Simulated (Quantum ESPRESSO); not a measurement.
A run of Quantum ESPRESSO 7.5 is set up as follows.

The input pw.in:

```
&CONTROL
  calculation = 'scf'
  prefix = 'pwscf'
  outdir = './tmp'
  pseudo_dir = './pseudo'
  tprnfor = .true.
  tstress = .true.
  disk_io = 'low'
/
&SYSTEM
  ibrav = 0
  A = 4.32841274
  nat = 2
  ntyp = 2
  ecutwfc = 70
  nbnd = 16
  input_dft = 'vdw-df2-b86r'
  occupations = 'smearing'
  smearing = 'fd'
  degauss = 0.00367493
/
&ELECTRONS
  conv_thr = 4d-10
  electron_maxstep = 120
  mixing_beta = 0.5
/
ATOMIC_SPECIES
Pb   207.2000 Pb_ONCV_PBE-1.2.upf
Se    78.9710 Se_ONCV_PBE-1.2.upf
CELL_PARAMETERS alat
   0.0000000000    0.7071067811    0.7071067811
   0.7071067811    0.0000000000    0.7071067811
   0.7071067811    0.7071067811    0.0000000000
ATOMIC_POSITIONS alat
Pb     0.0000000000    0.0000000000    0.0000000000
Se     0.7071067811    0.7071067811    0.7071067811
K_POINTS automatic
8 8 8 0 0 0
```

The input bands.in:

```
&CONTROL
  calculation = 'bands'
  prefix = 'pwscf'
  outdir = './tmp'
  pseudo_dir = './pseudo'
  disk_io = 'low'
  verbosity = 'high'
/
&SYSTEM
  ibrav = 0
  A = 4.32841274
  nat = 2
  ntyp = 2
  ecutwfc = 70
  nbnd = 16
  input_dft = 'vdw-df2-b86r'
  occupations = 'smearing'
  smearing = 'fd'
  degauss = 0.00367493
/
&ELECTRONS
  conv_thr = 1d-08
  electron_maxstep = 120
  mixing_beta = 0.5
  diago_full_acc = .true.
  startingwfc = 'random'
/
ATOMIC_SPECIES
Pb   207.2000 Pb_ONCV_PBE-1.2.upf
Se    78.9710 Se_ONCV_PBE-1.2.upf
CELL_PARAMETERS alat
   0.0000000000    0.7071067811    0.7071067811
   0.7071067811    0.0000000000    0.7071067811
   0.7071067811    0.7071067811    0.0000000000
ATOMIC_POSITIONS alat
Pb     0.0000000000    0.0000000000    0.0000000000
Se     0.7071067811    0.7071067811    0.7071067811
K_POINTS crystal
60
 0.0000000000  0.0000000000  0.0000000000 1
 0.0625000000  0.0000000000  0.0625000000 1
 0.1250000000  0.0000000000  0.1250000000 1
 0.1875000000  0.0000000000  0.1875000000 1
 0.2500000000  0.0000000000  0.2500000000 1
 0.3125000000  0.0000000000  0.3125000000 1
 0.3750000000  0.0000000000  0.3750000000 1
 0.4375000000  0.0000000000  0.4375000000 1
 0.5000000000  0.0000000000  0.5000000000 1
 0.5000000000  0.0625000000  0.5625000000 1
 0.5000000000  0.1250000000  0.6250000000 1
 0.5000000000  0.1875000000  0.6875000000 1
 0.5000000000  0.2500000000  0.7500000000 1
 0.4375000000  0.3125000000  0.7500000000 1
 0.3750000000  0.3750000000  0.7500000000 1
 0.3375000000  0.3375000000  0.6750000000 1
 0.3000000000  0.3000000000  0.6000000000 1
 0.2625000000  0.2625000000  0.5250000000 1
 0.2250000000  0.2250000000  0.4500000000 1
 0.1875000000  0.1875000000  0.3750000000 1
 0.1500000000  0.1500000000  0.3000000000 1
 0.1125000000  0.1125000000  0.2250000000 1
 0.0750000000  0.0750000000  0.1500000000 1
 0.0375000000  0.0375000000  0.0750000000 1
 0.0000000000  0.0000000000  0.0000000000 1
 0.0625000000  0.0625000000  0.0625000000 1
 0.1250000000  0.1250000000  0.1250000000 1
 0.1875000000  0.1875000000  0.1875000000 1
 0.2500000000  0.2500000000  0.2500000000 1
 0.3125000000  0.3125000000  0.3125000000 1
 0.3750000000  0.3750000000  0.3750000000 1
 0.4375000000  0.4375000000  0.4375000000 1
 0.5000000000  0.5000000000  0.5000000000 1
 0.5250000000  0.4500000000  0.5250000000 1
 0.5500000000  0.4000000000  0.5500000000 1
 0.5750000000  0.3500000000  0.5750000000 1
 0.6000000000  0.3000000000  0.6000000000 1
 0.6250000000  0.2500000000  0.6250000000 1
 0.5833333333  0.2500000000  0.6666666667 1
 0.5416666667  0.2500000000  0.7083333333 1
 0.5000000000  0.2500000000  0.7500000000 1
 0.5000000000  0.2857142857  0.7142857143 1
 0.5000000000  0.3214285714  0.6785714286 1
 0.5000000000  0.3571428571  0.6428571429 1
 0.5000000000  0.3928571429  0.6071428571 1
 0.5000000000  0.4285714286  0.5714285714 1
 0.5000000000  0.4642857143  0.5357142857 1
 0.5000000000  0.5000000000  0.5000000000 1
 0.4821428571  0.4821428571  0.5357142857 1
 0.4642857143  0.4642857143  0.5714285714 1
 0.4464285714  0.4464285714  0.6071428571 1
 0.4285714286  0.4285714286  0.6428571429 1
 0.4107142857  0.4107142857  0.6785714286 1
 0.3928571429  0.3928571429  0.7142857143 1
 0.3750000000  0.3750000000  0.7500000000 1
 0.6250000000  0.2500000000  0.6250000000 1
 0.5937500000  0.1875000000  0.5937500000 1
 0.5625000000  0.1250000000  0.5625000000 1
 0.5312500000  0.0625000000  0.5312500000 1
 0.5000000000  0.0000000000  0.5000000000 1
```

Potentials or basis: SG15 PBE 1.2.

Command:

```sh
$ OMP_NUM_THREADS=1 pw.x -in pw.in > pw.out
$ OMP_NUM_THREADS=1 pw.x -in bands.in > bands.out
```

**Question.** Predict the pressure.

**Answer.** 1.4 GPa.

**Question.** Estimate the band gap on the k mesh.

**Answer.** 0.23 eV, direct.

**Question.** Predict the band gap along the path.

**Answer.** 0.22 eV, direct.

Levels at the corners of the path, in eV from the valence-band top:
| point | band 8 | band 9 | band 10 | band 11 | band 12 | band 13 |
| --- | --- | --- | --- | --- | --- | --- |
| Γ | -1.87 | -1.87 | -1.87 | 4.62 | 4.62 | 4.62 |
| X | -5.00 | -3.24 | -3.24 | 3.68 | 5.53 | 5.53 |
| W | -4.24 | -4.24 | -0.79 | 1.82 | 4.91 | 4.91 |
| K | -4.59 | -2.73 | -2.41 | 3.35 | 3.96 | 5.39 |
| Γ | -1.87 | -1.87 | -1.87 | 4.62 | 4.62 | 4.62 |
| L | -1.46 | -1.46 | 0.00 | 0.22 | 1.64 | 1.64 |
| U | -4.59 | -2.73 | -2.41 | 3.35 | 3.96 | 5.39 |
| W | -4.24 | -4.24 | -0.79 | 1.82 | 4.91 | 4.91 |
| L | -1.46 | -1.46 | 0.00 | 0.22 | 1.64 | 1.64 |
| K | -4.59 | -2.73 | -2.41 | 3.35 | 3.96 | 5.39 |
| U | -4.59 | -2.73 | -2.41 | 3.35 | 3.96 | 5.39 |
| X | -5.00 | -3.24 | -3.24 | 3.68 | 5.53 | 5.53 |

Caveat: the potentials were made for another functional, which shifts forces and pressure; spin-orbit coupling is left out, which as a rule narrows the gap of such compounds by several tenths of an eV.

**Experimental background.**

A printed reference work, monograph reports, for a bulk crystal of PbSe at 300 K: band gap 0.28 eV (direct).

Measured gap of PbSe: 0.28 eV (direct; 300 K; a printed reference work, monograph). This calculation gives 0.22 eV (-0.06 eV). 2 values of this kind are on record (0.15 to 0.28 eV); this one was drawn at random. Spin-orbit coupling on Pb, Se is left out. The value is that of rev-vdW-DF2, without temperature or zero-point motion.
